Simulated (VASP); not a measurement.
# FeO (I4/mmm) in VASP: a series of runs, part 2 of 2

VASP 6.6.1. Earlier steps stand in the parts before.

### Step 4. Single point, PBE, collinear spin, ferromagnetic start

The input, INCAR:

```
SYSTEM = FeO
PREC     = Normal         ! precision mode
ENCUT    = 500            ! plane-wave cutoff, eV
EDIFF    = 1E-6           ! SCF threshold, eV
ISMEAR   = 0              ! smearing method
SIGMA    = 0.05           ! smearing width, eV
LREAL    = .FALSE.        ! projectors in reciprocal space
LASPH    = .TRUE.         ! aspherical terms in the spheres
NELM     = 100            ! most SCF steps
ALGO     = Normal         ! electronic algorithm
ISIF     = 2              ! what is computed and relaxed
LWAVE    = .FALSE.        ! write WAVECAR
LCHARG   = .FALSE.        ! write CHGCAR
ISPIN    = 2              ! spin polarisation
MAGMOM   = 3 0            ! initial moments
LORBIT   = 11             ! projections on sites
LMAXMIX  = 4              ! l up to which the mixer works
GGA      = PE             ! functional
ADDGRID  = .FALSE.
```

The input, KPOINTS:

```
Automatic mesh
0
G
  7 7 7
  0 0 0
```

The input, POSCAR:

```
FeO
1.0
   -1.6021034130      1.6021034130      2.0833922500
    1.6021034130     -1.6021034130      2.0833922500
    1.6021034130      1.6021034130     -2.0833922500
Fe O
1 1
Direct
    0.0000000000      0.0000000000      0.0000000000
    0.5000000000      0.5000000000      0.0000000000
```

Run with:

```
cat potpaw_PBE.64/Fe/POTCAR potpaw_PBE.64/O/POTCAR > POTCAR
mpirun -np 1 vasp_std > vasp.out
```

It took 17 s on 1 thread of Intel Xeon Platinum 8488C (Sapphire Rapids), shared host; peak memory 0.13 GiB.

The run converged, but some of its settings lie outside the range that counts as converged, so its numbers aren't taken as properties of the crystal.

What came out:

```yaml
Free_energy: -14.8641 eV
Pressure: -8.8 GPa
Band_gap_on_the_k_mesh: none (metal or under the smearing width)
Net_moment: 4.01 μB per cell
Site_moments: Fe +3.62; O +0.29 μB
Valence_electrons_inside_the_program's_atomic_spheres: Fe 6.66; O 4.97
```

Caveat: the k mesh is coarse (spacing up to 0.40 Å⁻¹), so the values aren't converged; a cell with one magnetic atom can't hold antiferromagnetic order, which such compounds often take; semilocal functionals often make such compounds metallic where correlation or magnetic order opens a gap, which also shifts bond lengths.

### Step 5. Single point, PBE, collinear spin, ferromagnetic start

Changes to INCAR since step 4:

```diff
@@ -1,3 +1,3 @@
 SYSTEM = FeO
-PREC     = Normal         ! precision mode
+PREC     = Accurate       ! precision mode
 ENCUT    = 500            ! plane-wave cutoff, eV
@@ -6,3 +6,3 @@
 SIGMA    = 0.05           ! smearing width, eV
-LREAL    = .FALSE.        ! projectors in reciprocal space
+LREAL    = Auto         
 LASPH    = .TRUE.         ! aspherical terms in the spheres
```

KPOINTS is that of step 4.

POSCAR is that of step 4.

Potentials or basis: VASP PAW PBE potentials, release 64 (Fe, O).

Run with:

```
cat potpaw_PBE.64/Fe/POTCAR potpaw_PBE.64/O/POTCAR > POTCAR
mpirun -np 1 vasp_std > vasp.out
```

OUTCAR:

```text
SYSTEM = FeO
   PREC = Accurate
   ENCUT = 500
   EDIFF = 1E-6
   ISMEAR = 0
   LREAL = Auto
   LASPH = .TRUE.
   NELM = 100
   ISIF = 2
   ISPIN = 2
   LORBIT = 11
   GGA = PE

 Found     40 irreducible k-points:

 Following reciprocal coordinates:
            Coordinates               Weight
  0.000000  0.000000  0.000000      1.000000
  0.142857  0.000000 -0.000000      8.000000
  0.285714  0.000000  0.000000      8.000000
  0.428571  0.000000 -0.000000      8.000000
  0.142857  0.142857 -0.000000      8.000000
  0.285714  0.142857 -0.000000     16.000000
   k-points           NKPTS =     40   k-points in BZ     NKDIM =     40   number of bands    NBANDS=     13
[... 285 lines left out ...]
  energy-cutoff  :      500.00
  volume of cell :       21.39
      direct lattice vectors                 reciprocal lattice vectors
    -1.602103413  1.602103413  2.083392250     0.000000000  0.312089717  0.239993213
     1.602103413 -1.602103413  2.083392250     0.312089717  0.000000000  0.239993213
     1.602103413  1.602103413 -2.083392250     0.312089717  0.312089717  0.000000000

 POSITION                                       TOTAL-FORCE (eV/Angst)
 -----------------------------------------------------------------------------------
      0.00000      0.00000      0.00000         0.000000      0.000000      0.000000
      0.00000      0.00000      2.08339        -0.000000     -0.000000      0.000000
 -----------------------------------------------------------------------------------
    total drift:                               -0.000000      0.000000     -0.000000

  FREE ENERGIE OF THE ION-ELECTRON SYSTEM (eV)
  ---------------------------------------------------
  free  energy   TOTEN  =       -14.8649251724 eV

  energy  without entropy=      -14.8631127463  energy(sigma->0) =      -14.86401896

 total charge

# of ion       s       p       d       tot
------------------------------------------
    1        0.279   0.326   6.051   6.655
    2        1.559   3.408   0.000   4.968
--------------------------------------------------
tot          1.838   3.734   6.051  11.623

 magnetization (x)

# of ion       s       p       d       tot
------------------------------------------
    1        0.031   0.019   3.571   3.622
    2        0.028   0.268   0.000   0.295
--------------------------------------------------
tot          0.059   0.287   3.571   3.917
```

Wall time 53 s (1 thread of Intel Xeon Platinum 8488C (Sapphire Rapids), shared host); peak memory 0.15 GiB.

The run converged, but some of its settings lie outside the range that counts as converged, so its numbers aren't taken as properties of the crystal.

Results:

```
Free energy                                           : -14.8649 eV
Pressure                                              : -8.9 GPa
Band gap on the k mesh                                : none (metal or under the smearing width)
Net moment                                            : 4.01 μB per cell
Site moments                                          : Fe +3.62; O +0.29 μB
Valence electrons inside the program's atomic spheres : Fe 6.66; O 4.97
```

Caveat: the k mesh is coarse (spacing up to 0.40 Å⁻¹), so the values aren't converged; a cell with one magnetic atom can't hold antiferromagnetic order, which such compounds often take; semilocal functionals often make such compounds metallic where correlation or magnetic order opens a gap, which also shifts bond lengths.

### Step 6. The reference run

An earlier run on the cell as given: functional PBE; potentials or basis VASP PAW PBE potentials, release 64 (Fe, O); cutoff 520 eV; k mesh 12 × 12 × 12; occupations fermi-dirac, width 0.05 eV; collinear spin, ferromagnetic start; starting moments [3.0, 0.0] μB.

* Pressure: -8.7 GPa
* Band gap on the k mesh: none (metal or under the smearing width)
* Net moment: 4.00 μB per cell
* Site moments: Fe +3.62; O +0.29 μB
* Valence electrons inside the program's atomic spheres: Fe 6.66; O 4.97
